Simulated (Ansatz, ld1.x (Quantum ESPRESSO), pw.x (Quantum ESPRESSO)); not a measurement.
**Equation-of-state test of one TM potential (boron)**

```
Element                 : boron
Generator               : ld1.x (Quantum ESPRESSO) 7.5
Type                    : norm-conserving Troullier–Martins (Kleinman–Bylander form)
Functional              : PBE
Relativity              : scalar-relativistic
Frozen core             : [He]
Valence charge          : 3
Reference configuration : 2s2 2p1
Partial waves           : 2p (bound): rc 3.80 bohr; 3d channel at -0.1 Ry: rc 4.15 bohr; 2s (bound): rc 1.35 bohr
Local potential         : the s channel
Core correction         : none
```

Atomic tests: cutoffs needed: 21 Ry and 55 Ry (the cutoffs (Ry, on a coarse ladder) from which the occupation-weighted sum of valence levels, in a spherical-Bessel basis at the reference potential, stays within 10 and 1 mRy of its value at 400 Ry); ghost test: no extra level below or beside the all-electron valence levels (p, d, s, f tested) (spherical-Bessel basis up to 400 Ry, 20 bohr box); configuration tests: 1 of 7 tests not solved or not reliable.

Crystal test: sc B in pw.x 7.5, no spin, 17³ k-points, Fermi–Dirac smearing 0.01 Ry, cutoffs 70/280 Ry. The lattice is a test structure that the element need not adopt, and mesh and smearing are coarse.

pw.x input:

```
&control
  calculation='scf', prefix='x', pseudo_dir='./', outdir='./tmp', tstress=.true., disk_io='low'
/
&system
  ibrav=0, nat=1, ntyp=1, ecutwfc=70, ecutrho=280, nbnd=8,
  occupations='smearing', smearing='fd', degauss=0.01
/
&electrons
  conv_thr=1e-09, mixing_beta=0.4, electron_maxstep=70
/
ATOMIC_SPECIES
B 1.0 B.UPF
CELL_PARAMETERS angstrom
  1.88717119 0.00000000 0.00000000
  0.00000000 1.88717119 0.00000000
  0.00000000 0.00000000 1.88717119
ATOMIC_POSITIONS crystal
B 0.0000 0.0000 0.0000
K_POINTS automatic
17 17 17 0 0 0
```

```bash
pw.x < B.scf.in > B.scf.out
```

**Question.** How does the run end?

**Answer.** It converges; the pressure is -96.66 GPa against -0.49 GPa from all-electron LAPW. The largest radius (4.15 bohr) exceeds half the bond length (1.78 bohr), so the spheres overlap, which is one possible source of error among others. This is a poor potential for the solid. The pseudo pressure rises with volume over the whole range, a mechanical instability. Atomic configuration tests: 1 of 7 tests not solved or not reliable. The log shows:

```
Message from routine setup:
     using ibrav=0 with symmetry is DISCOURAGED, use correct ibrav instead
     lattice parameter (alat)  =       3.5662  a.u.
     unit-cell volume          =      45.3556 (a.u.)^3
     number of electrons       =         3.00
     number of Kohn-Sham states=            8
     kinetic-energy cutoff     =      70.0000  Ry
     charge density cutoff     =     280.0000  Ry
     scf convergence threshold =      1.0E-09
     Exchange-correlation= PBE
     number of k points=   165  Fermi-Dirac smearing, width (Ry)=  0.0100
     iteration #  1     ecut=    70.00 Ry     beta= 0.40
     total energy              =      -5.62325086 Ry
     estimated scf accuracy    <       0.00357820 Ry
     iteration #  2     ecut=    70.00 Ry     beta= 0.40
     total energy              =      -5.62422644 Ry
     estimated scf accuracy    <       0.00132809 Ry
     iteration #  3     ecut=    70.00 Ry     beta= 0.40
     total energy              =      -5.62427924 Ry
     estimated scf accuracy    <       0.00000133 Ry
     iteration #  4     ecut=    70.00 Ry     beta= 0.40
     total energy              =      -5.62428006 Ry
     estimated scf accuracy    <       0.00000043 Ry
     iteration #  5     ecut=    70.00 Ry     beta= 0.40
     the Fermi energy is     9.4467 ev
!    total energy              =      -5.62428008 Ry
     estimated scf accuracy    <          1.6E-10 Ry
     smearing contrib. (-TS)   =      -0.00151202 Ry
     The total energy is F=E-TS. E is the sum of the following terms:
     one-electron contribution =       3.62436151 Ry
     hartree contribution      =       0.04774616 Ry
     xc contribution           =      -2.13447684 Ry
     ewald contribution        =      -7.16039889 Ry
     convergence has been achieved in   5 iterations
          total   stress  (Ry/bohr**3)                   (kbar)     P=     -966.60
```
